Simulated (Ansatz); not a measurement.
**Zn: one input, then a changed one**

The structure comes from a relaxation in the same program, started in the diamond type. Whether it is a known phase or the ground state wasn't checked. The listed cell was then made from it by scaling, straining or moving an atom.

First run: DFT, PBE, all-electron LAPW, scalar-relativistic (Ansatz 0.2.0).

Command: `ansatz run input.yaml --threads 1 --pin off --max-ram 2048MiB --backend cpu --events-out ev --progress --plain --runs-dir out` The run took 21 s on 1 thread of Arm Neoverse V1 (shared host), peak memory 0.41 GiB.

```yaml
crystal:
  lattice:
    - [0.0, 2.8595864212, 2.8595864212]
    - [2.8595864212, 0.0, 2.8595864212]
    - [2.8595864212, 2.8595864212, 0.0]
  atoms:
    - { symbol: Zn, position: [0.0, 0.0, 0.0] }
    - { symbol: Zn, position: [0.25, 0.25, 0.25] }
kpoints:
  mp_grid: { grid: [11, 11, 11] }
scf:
  occupations: { method: fermi_dirac, width: 0.05 }
hamiltonian:
  xc: pbe
  pseudopotentials: { kind: all_electron, lapw: { basis_error: 0.00025 } }
output:
  forces: true
  stress: true
  eigenvalues: true
```

Result: converged; pressure 1.55 GPa; no gap on the k mesh; 6 SCF iterations.

A second run of a changed input logged this at its end:

```
Error: YAML parse error: error: line 21 column 1: unknown variant `many`, expected one of low, medium, high
  --> <input>:21:1
   |
19 |   stress: true
20 |   eigenvalues: true
21 | accuracy: many
   | ^ unknown variant `many`, expected one of low, medium, high
```

Problem. What was wrong with the input?

Solution. A value of the wrong type, by this change (others could give a like log):
```diff
@@ -11,4 +11,5 @@
 scf:
   occupations: { method: fermi_dirac, width: 0.05 }
+  max_iter: 50
 hamiltonian:
   xc: pbe
@@ -18,3 +19,4 @@
   stress: true
   eigenvalues: true
+accuracy: many
```
